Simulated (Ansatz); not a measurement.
# zigzag GaN nanoribbon (N = 2, H edges): bands by functional and under strain, part 3 of 4

Aim: is the zigzag GaN nanoribbon (N = 2, H edges) a metal or a semiconductor?

Ansatz 0.2.0; DFT PBE, plane waves, PAW; relaxation of a wire's period (the session's first sound run).

So far, band gap (eV): step 3 (the perfect wire, PBE) 3.06; step 4 (levels at the same atoms, level LDA, cutoff 420 eV, LDA PBE) 3.10; step 5 (another level of theory, level PBEsol, cutoff 420 eV, PBEsol PBE) 3.11; step 6 (levels at the same atoms, level r2SCAN, cutoff 500 eV, r2SCAN PBE) 3.58; step 7 (another level of theory, level HSE06, cutoff 420 eV, HSE06 PBE) 4.32.

### 9. With spin-orbit coupling

This step: DFT PBE, plane waves, fully relativistic PAW; bands of a perfect wire with spin-orbit coupling (Ansatz 0.2.0).

Spin-orbit coupling mixes the spins and splits bands that cross or touch without it, so it can open or close channels. Fully relativistic datasets take the place of the scalar ones. Against the first PBE run of this kind, the mesh along the wire has 16 points against 25.

input.yaml reads:

```yaml
crystal:
  lattice:
    - [13.25, 0.0, 0.0]
    - [0.0, 7.0, 0.0]
    - [0.0, 0.0, 3.2177285074]
  atoms:
    - { symbol: H, position: [0.263022252, 0.5, 0.0] }
    - { symbol: Ga, position: [0.380491529, 0.5, 0.0] }
    - { symbol: "N", position: [0.657101128, 0.5, 0.0] }
    - { symbol: H, position: [0.733861147, 0.5, 0.0] }
    - { symbol: "N", position: [0.451217308, 0.5, 0.5] }
    - { symbol: Ga, position: [0.591287769, 0.5, 0.5] }
kpoints:
  mp_grid: { grid: [1, 1, 16] }
  band_path: { path: ["Γ", Z], npoints: 50 }
scf:
  occupations: { method: fermi_dirac, width: 0.05 }
hamiltonian:
  xc: pbe
  pseudopotentials: { kind: paw_fr }
magnetization:
  noncollinear: true
  spin_orbit: true
```

The run is started by

```
$ ansatz run input.yaml --threads 8 --pin off --max-ram 16384MiB --backend cpu --events-out ev --progress --plain --runs-dir out
```

Numbers of over 12 decimals in the logs are rounded to 6 here.

The program printed:

```text
[...]
non-collinear run that drives no moment, with spin-orbit: no starting moment large enough to seed its density (crystal.atoms[].spin), no starting occupations that ask for one, no magnetisation constraint and no magnetic field, so the semilocal B_xc is pinned to zero
Crystal: 6 atoms, lattice volume = 298.444 Å³
Basis set: ecut = 420 eV, 5845 PW (Γ)
Bands: 50, of which v1, the nominal top of the filled ones, is band 38 counted from 1 (37 counted from 0)
Symmetry: 4 space group operations + 4 with time reversal
[...]
k-points: 9 of 16
Projection manifold: j_resolved (fully-relativistic pseudo-atomic orbitals)
[...]
SCF iter   1: F=—  HF=-8372.634735 eV  |F-HF|=—  |Δ(HF+E_count)|=         —  Δρ=7.56e-2  dr2=2.23e1  dr2_m=0.00e0 (ungated)  ethr=3.10e-3  |M|=0.00e0 ∫|m|=0.00e0 μB  |m|>n=0.0e0 m-floor=0.0e0 τ_xc=0.0e0  β_m=0.30  ⟨swp⟩=9.2  Hψ=2525  notcnv=0  defer=5
[...]
spin=Noncollinear: Resta preconditioning applied to the charge; magnetization (m_x, m_y, m_z) channels mix plain (no charge-response kernel on spin).
SCF iter   2: F=—  HF=-8366.834960 eV  |F-HF|=—  |Δ(HF+E_count)|=    5.80e0  Δρ=2.61e-2  dr2=2.22e0  dr2_m=0.00e0 (ungated)  ethr=3.10e-3  |M|=0.00e0 ∫|m|=0.00e0 μB  |m|>n=0.0e0 m-floor=0.0e0 τ_xc=0.0e0  β_m=0.35  ⟨swp⟩=3.6  Hψ=1108  notcnv=0  defer=52
[...]
SCF iter  10: F=-8366.201551 eV  HF=-8366.201551 eV  |F-HF|=1.28e-8  |Δ(HF+E_count)|=   2.21e-7  Δρ=3.00e-6  dr2=1.86e-8  dr2_m=0.00e0 (ungated)  ethr=2.63e-10  |M|=0.00e0 ∫|m|=0.00e0 μB  |m|>n=0.0e0 m-floor=0.0e0 τ_xc=0.0e0  ⟨swp⟩=14.3  Hψ=2291  notcnv=0
SCF 1 converged in 10 iterations: F = -8366.201551 eV  dr2 = 1.86e-8
[...]
SCF converged after 10 iterations
Magnetization: |M| = 0.0000 μB,  M = (+0.0000, +0.0000, +0.0000) μB
Absolute magnetization: 0.0000 μB (∫|m|)
  site 0: m = (+0.0000, +0.0000, +0.0000) μB, |m| = 0.0000 μB  (R = 0.64 Å)
  site 1: m = (+0.0000, +0.0000, +0.0000) μB, |m| = 0.0000 μB  (R = 0.64 Å)
  site 2: m = (+0.0000, +0.0000, +0.0000) μB, |m| = 0.0000 μB  (R = 0.42 Å)
  site 3: m = (+0.0000, +0.0000, +0.0000) μB, |m| = 0.0000 μB  (R = 0.42 Å)
  site 4: m = (+0.0000, +0.0000, +0.0000) μB, |m| = 0.0000 μB  (R = 0.77 Å)
  site 5: m = (+0.0000, +0.0000, +0.0000) μB, |m| = 0.0000 μB  (R = 0.75 Å)
Free energy (F): -8366.201551 eV
[...]
Internal energy: -8366.201551 eV  (E = F + TS)
E sigma→0 (E₀):  -8366.201551 eV
Fermi energy:    -1.478258 eV
[...]
--- Band table (eV; the first three rows and the last of 9) ---
  k-point 0: bands = [... 34 lower, -3.8844, -3.8844, -3.7849, -3.7849, 0.0216, 0.0216, 1.1978, 1.1978, ... 8 higher]
  k-point 1: bands = [... 34 lower, -3.9551, -3.9245, -3.8510, -3.8500, 0.1527, 0.1566, 1.2981, 1.3031, ... 8 higher]
  k-point 2: bands = [... 34 lower, -4.1555, -4.1345, -3.7539, -3.7516, 0.4760, 0.4796, 1.5184, 1.5211, ... 8 higher]
  k-point 8: bands = [... 34 lower, -3.3532, -3.3532, -3.0409, -3.0409, 1.3120, 1.3120, 2.2222, 2.2222, ... 8 higher]
```

Wall time 6 s (8 threads of AMD EPYC 9R45, shared host); peak memory 2.3 GiB.

This step gave:

- band gap: 3.054 eV

The electronic bands at the labelled points (eV, zero at the Fermi level):

| point | band 35 | band 36 | band 37 | band 38 | band 39 | band 40 | band 41 | band 42 |
| --- | --- | --- | --- | --- | --- | --- | --- | --- |
| Γ | -2.41 | -2.41 | -2.31 | -2.31 | 1.50 | 1.50 | 2.68 | 2.68 |
| halfway | -2.90 | -2.90 | -1.94 | -1.94 | 2.80 | 2.80 | 3.05 | 3.05 |
| Z | -1.88 | -1.88 | -1.56 | -1.56 | 2.79 | 2.79 | 3.70 | 3.70 |

The gap is 3.05 eV, against 3.06 eV under PBE at the relaxed period, with no moment.

### 10. At a strained period, period over the relaxed period 0.97, k-mesh 1×1×20

This step: DFT PBE, plane waves, PAW; relaxation at a fixed period (Ansatz 0.2.0).

The period is set to 0.97 times the relaxed one and the atoms relax within it: strain changes bond lengths and angles, which shifts the bands against each other. Against the first PBE run of this kind, the mesh along the wire has 20 points against 25.

The cell differs from the one that the last finished run ended in (c 3.218 → 3.121 Å).

input.yaml reads:

```yaml
crystal:
  lattice:
    - [13.25, 0.0, 0.0]
    - [0.0, 7.0, 0.0]
    - [0.0, 0.0, 3.1211966522]
  atoms:
    - { symbol: H, position: [0.263022252, 0.5, 0.0] }
    - { symbol: Ga, position: [0.380491529, 0.5, 0.0], spin: 0.5 }
    - { symbol: "N", position: [0.657101128, 0.5, 0.0], spin: -0.5 }
    - { symbol: H, position: [0.733861147, 0.5, 0.0] }
    - { symbol: "N", position: [0.451217308, 0.5, 0.5] }
    - { symbol: Ga, position: [0.591287769, 0.5, 0.5] }
magnetization:
  spin_polarized: true
kpoints:
  mp_grid: { grid: [1, 1, 20] }
  band_path: { path: ["Γ", Z], npoints: 50 }
scf:
  occupations: { method: fermi_dirac, width: 0.05 }
hamiltonian:
  xc: pbe
relax:
  max_steps: 40
  f_tol: 0.02
output:
  stress: true
```

The program printed:

```text
Warning: output.stress: scf.convergence.dr2_threshold = 1e-7 eV (the SCF's general default) is looser than the 6e-10 eV advised for a printed stress (1e-10 eV for each atom of the cell: 6). What an SCF threshold leaves in a stress goes as its square root, and in the free energy as the threshold itself, and one threshold admits the most on a small cell: [figures from the program's tests cut] Every solve of this run an [...]
[...]
Crystal: 6 atoms, lattice volume = 289.491 Å³
Basis set: ecut = 420 eV, 5705 PW (Γ), exchange–correlation on 180×96×48 points (8 copies of the dense FFT grid, shifted against one another)
Bands: 26, of which v1, the nominal top of the filled ones, is band 19 counted from 1 (18 counted from 0)
Symmetry: 4 space group operations
[...]
k-points: 11 of 20
[...]
Starting moments: Σ|m| = 1 μB on 2 of 6 sites
[...]
SCF iter   1: F=—  HF=-8372.463917 eV  |F-HF|=—  |Δ(HF+E_count)|=         —  Δρ=4.47e-2 (↑4.47e-2 ↓3.85e-2)  dr2=2.26e1  dr2_m=6.07e-1  M=0.000 μB ∫|m|=0.126 μB  β_m=0.30  ethr=3.10e-3  ⟨swp⟩=7.7  Hψ=3049  notcnv=0
[...]
SCF iter  14: F=-8365.947663 eV  HF=-8365.947663 eV  |F-HF|=5.89e-9  |Δ(HF+E_count)|=   8.11e-9  Δρ=1.04e-6 (↑1.04e-6 ↓9.36e-7)  dr2=3.25e-9  dr2_m=1.33e-9  M=0.000 μB ∫|m|=0.000 μB  ethr=2.11e-10  ⟨swp⟩=2.8  Hψ=1243  notcnv=0
[...]
SCF 1 converged in 14 iterations: F = -8365.947663 eV  dr2 = 3.25e-9
[...]
relax step   1: F+E_penalty+E_count = -8365.94766261 eV  Δ(F+E_penalty+E_count) = +0.000e0 eV  max|allowed force component| = 7.934e-1 eV/Å  Δτ_max = 0.0000 Å  (14 SCF iters, dr2 threshold 1.00e-5 eV, accepted)
[...]
SCF iter   7: F=-8365.970976 eV  HF=-8365.970976 eV  |F-HF|=2.50e-8  |Δ(HF+E_count)|=   2.14e-7  Δρ=3.06e-6 (↑2.51e-6 ↓3.06e-6)  dr2=4.25e-8  dr2_m=7.99e-9  M=0.000 μB ∫|m|=0.000 μB  ethr=5.40e-10  ⟨swp⟩=1.0  Hψ=1610  notcnv=0
[...]
SCF 2 converged in 7 iterations: F = -8365.970976 eV  dr2 = 4.25e-8
relax step   2: F+E_penalty+E_count = -8365.97097593 eV  Δ(F+E_penalty+E_count) = -2.331e-2 eV  max|allowed force component| = 4.404e-1 eV/Å  Δτ_max = 0.0222 Å  (7 SCF iters, dr2 threshold 3.93e-5 eV, accepted)
SCF iter   1: F=—  HF=-8365.979236 eV  |F-HF|=—  |Δ(HF+E_count)|=         —  Δρ=1.12e-3 (↑8.71e-4 ↓1.12e-3)  dr2=6.46e-3  dr2_m=1.30e-3  M=0.000 μB ∫|m|=0.004 μB  β_m=0.30  ethr=1.33e-4  ⟨swp⟩=3.1  Hψ=1571  notcnv=0  defer=40
[...]
SCF iter   8: F=-8365.978050 eV  HF=-8365.978050 eV  |F-HF|=2.69e-9  |Δ(HF+E_count)|=   2.21e-8  Δρ=6.84e-7 (↑5.88e-7 ↓6.84e-7)  dr2=4.63e-9  dr2_m=3.78e-10  M=0.000 μB ∫|m|=0.000 μB  ethr=4.14e-11  ⟨swp⟩=1.0  Hψ=1606  notcnv=0
[...]
SCF 3 converged in 8 iterations: F = -8365.978050 eV  dr2 = 4.63e-9
relax step   3: F+E_penalty+E_count = -8365.97805050 eV  Δ(F+E_penalty+E_count) = -7.075e-3 eV  max|allowed force component| = 7.683e-2 eV/Å  Δτ_max = 0.0164 Å  (8 SCF iters, dr2 threshold 1.21e-5 eV, accepted)
[...]
relax step   4: F+E_penalty+E_count = -8365.97814974 eV  Δ(F+E_penalty+E_count) = -9.925e-5 eV  max|allowed force component| = 3.646e-2 eV/Å  Δτ_max = 0.0019 Å  (7 SCF iters, accepted)
SCF iter   1: F=—  HF=-8365.978172 eV  |F-HF|=—  |Δ(HF+E_count)|=         —  Δρ=3.55e-5 (↑3.44e-5 ↓3.55e-5)  dr2=9.24e-6  dr2_m=7.02e-8  M=0.000 μB ∫|m|=0.000 μB  β_m=0.30  ethr=3.32e-7  ⟨swp⟩=2.1  Hψ=1260  notcnv=0  defer=44
[...]
SCF iter   5: F=-8365.978167 eV  HF=-8365.978167 eV  |F-HF|=5.93e-10  |Δ(HF+E_count)|=  7.24e-10  Δρ=4.76e-7 (↑4.63e-7 ↓4.76e-7)  dr2=1.98e-9  dr2_m=3.63e-11  M=0.000 μB ∫|m|=0.000 μB  ethr=2.26e-11  ⟨swp⟩=1.9  Hψ=1754  notcnv=0
[...]
SCF 5 converged in 5 iterations: F = -8365.978167 eV  dr2 = 1.98e-9
relax step   5: F+E_penalty+E_count = -8365.97816695 eV  Δ(F+E_penalty+E_count) = -1.721e-5 eV  max|allowed force component| = 1.954e-3 eV/Å  Δτ_max = 0.0009 Å  (5 SCF iters, accepted)
[...]
the band table was solved once a step of the walk had ended and its energy, with any forces and stress, was formed, with the checks that follow a solve (3564 applications of the Hamiltonian). They found nothing against the state; the energy, forces and stress were not computed again (output.eigenvalues in the input reference)
[...]
SCF converged after 5 iterations
Magnetization: 0.0000 μB (19.0000 up, 19.0000 down)
Absolute magnetization: 0.0000 μB (∫|ρ↑−ρ↓|, with the PAW one-centre terms)
[...]
Per-site moments (μB) at R_I (Å): [(-2.0473871518010956e-7, 0.640547), (-2.6046807333573812e-9, 0.640547), (-3.6310743719041624e-8, 0.418840), (5.556734341105734e-8, 0.418840), (2.488099610993622e-7, 0.759702), (-1.0424888259787131e-10, 0.746466)]
Free energy (F): -8365.978167 eV
[...]
Internal energy: -8365.978167 eV  (E = F + TS)
E sigma→0 (E₀):  -8365.978167 eV
Fermi energy:    -1.305518 eV
[...]
--- Forces (eV/Å), atoms counted from 1 ---
  atom   1  H     -0.00027455     0.00000000     0.00000000
  atom   2  Ga     0.00061636     0.00000000     0.00000000
  atom   3  N     -0.00195272     0.00000000     0.00000000
  atom   4  H      0.00105382     0.00000000     0.00000000
  atom   5  N     -0.00038869     0.00000000     0.00000000
  atom   6  Ga     0.00095526     0.00000000     0.00000000
  max |Σ_I F_I| component: 9.48e-6 eV/Å
--- Stress (GPa, compression-positive) ---
       -0.006447       0.000000       0.000000
        0.000000       0.154506       0.000000
        0.000000       0.000000       2.234446
  P = ⅓ Tr σ = 0.7942 GPa (7.942 kbar)
--- Band table (eV; the first three rows and the last of 22) ---
  k-point 0 ↑: bands = [... 15 lower, -4.4128, -4.3146, -3.8660, -3.4079, 0.2220, 1.4197, 1.4237, 2.0411, ... 3 higher]
  k-point 1 ↑: bands = [... 15 lower, -4.5016, -4.3683, -3.8422, -3.5427, 0.3039, 1.4374, 1.4740, 2.0847, ... 3 higher]
  k-point 2 ↑: bands = [... 15 lower, -4.8301, -4.4494, -3.8779, -3.7722, 0.5155, 1.4761, 1.6183, 2.2120, ... 3 higher]
  k-point 10 ↓: bands = [... 15 lower, -5.7802, -5.0596, -3.2691, -2.8818, 1.5133, 2.3922, 2.4979, 3.3135, ... 3 higher]
--- Relaxed structure (5 steps of the walk, 5 accepted, 0 SCFs on fresh bases) ---
  F+E_penalty+E_count = -8365.97816695 eV   max|allowed force component| = 1.954e-3 eV/Å
  atoms:
    - { symbol: H, position: [0.260351, 0.5, 0.0] }
    - { symbol: Ga, position: [0.377546, 0.5, 0.0] }
    - { symbol: N, position: [0.660079, 0.5, 0.0] }
    - { symbol: H, position: [0.736711, 0.5, 0.0] }
    - { symbol: N, position: [0.451354, 0.5, 0.5] }
    - { symbol: Ga, position: [0.590939, 0.5, 0.5] }
```

It took 5.3 s on 8 threads; peak memory 0.95 GiB.

Step by step:

| step | energy less that of the first step (eV) | largest force component (eV/Å) |
| --- | --- | --- |
| 1 | 0.0000 | 0.7934 |
| 2 | -0.0233 | 0.4404 |
| 3 | -0.0304 | 0.0768 |
| 4 | -0.0305 | 0.0365 |
| 5 | -0.0305 | 0.0020 |

Forces are held to the 4 operations that the run works with; a distortion that breaks them can't arise in this run.

The atoms that moved most (Å):

| atom | dx | dy | dz | length |
| --- | --- | --- | --- | --- |
| N3 | 0.039 | 0.000 | 0.000 | 0.039 |
| Ga2 | -0.039 | 0.000 | 0.000 | 0.039 |
| H4 | 0.038 | 0.000 | 0.000 | 0.038 |
| H1 | -0.035 | 0.000 | 0.000 | 0.035 |

The relaxed structure:

```xyz
6
Lattice="13.2500 0.0000 0.0000 0.0000 7.0000 0.0000 0.0000 0.0000 3.1212" Properties=species:S:1:pos:R:3
H     3.4496    3.5000    0.0000
Ga    5.0025    3.5000    0.0000
N     8.7460    3.5000    0.0000
H     9.7614    3.5000    0.0000
N     5.9804    3.5000    1.5606
Ga    7.8299    3.5000    1.5606
```

Numbers from this step:

```
band gap : 3.104 eV
```

Electronic bands along the path, in eV, zero at the Fermi level:

| point | up 18 | up 19 | up 20 | up 21 | down 18 | down 19 | down 20 | down 21 |
| --- | --- | --- | --- | --- | --- | --- | --- | --- |
| Γ | -2.56 | -2.10 | 1.53 | 2.73 | -2.56 | -2.10 | 1.53 | 2.73 |
| halfway | -3.04 | -2.04 | 2.78 | 2.94 | -3.04 | -2.04 | 2.78 | 2.94 |
| Z | -1.96 | -1.58 | 2.82 | 3.70 | -1.96 | -1.58 | 2.82 | 3.70 |

The gap is 3.10 eV, against 3.06 eV under PBE at the relaxed period, with no moment.

### 11. Strain along the wire, period over the relaxed period 1.1, k-mesh 1×1×17

The period is set to 1.1 times the relaxed one and the atoms relax within it: strain changes bond lengths and angles, which shifts the bands against each other. Against the first PBE run of this kind, the mesh along the wire has 17 points against 25.

The cell differs from the one that the last finished run ended in (c 3.121 → 3.540 Å).

Edit input.yaml of step 10 so:

```diff
@@ -4,3 +4,3 @@
     - [0.0, 7.0, 0.0]
-    - [0.0, 0.0, 3.1211966522]
+    - [0.0, 0.0, 3.5395013581]
   atoms:
@@ -15,3 +15,3 @@
 kpoints:
-  mp_grid: { grid: [1, 1, 20] }
+  mp_grid: { grid: [1, 1, 17] }
   band_path: { path: ["Γ", Z], npoints: 50 }
```

The program printed:

```text
[...]
Crystal: 6 atoms, lattice volume = 328.289 Å³
Basis set: ecut = 420 eV, 6401 PW (Γ), exchange–correlation on 180×96×48 points (8 copies of the dense FFT grid, shifted against one another)
Bands: 26, of which v1, the nominal top of the filled ones, is band 19 counted from 1 (18 counted from 0)
[...]
F+E_penalty+E_count = -8365.45387930 eV   max|allowed force component| = 1.887e-3 eV/Å
  atoms:
    - { symbol: H, position: [0.271161, 0.5, 0.0] }
    - { symbol: Ga, position: [0.389211, 0.5, 0.0] }
    - { symbol: N, position: [0.648355, 0.5, 0.0] }
    - { symbol: H, position: [0.725525, 0.5, 0.0] }
    - { symbol: N, position: [0.450817, 0.5, 0.5] }
    - { symbol: Ga, position: [0.591913, 0.5, 0.5] }
[key lines of the parts left out:]
SCF converged after 2 iterations
Magnetization: 0.0000 μB (19.0000 up, 19.0000 down)
Free energy (F): -8365.453879 eV
Fermi energy:    -2.042454 eV
P = ⅓ Tr σ = -1.9031 GPa (-19.031 kbar)
```

Run time: 5.6 s. Hardware: 8 threads; peak memory 1 GiB.

[end of part 3 of 4]

[Logs are printed without paths, hosts, clocks, repeated set-up lines and the standing remarks that a program may print on its own settings, such as how far it seeks lower states.]

[Hosts, paths, dates, database ids (printed as entryN), source tags and the programs' standing remarks are cut or masked in the printed files.]
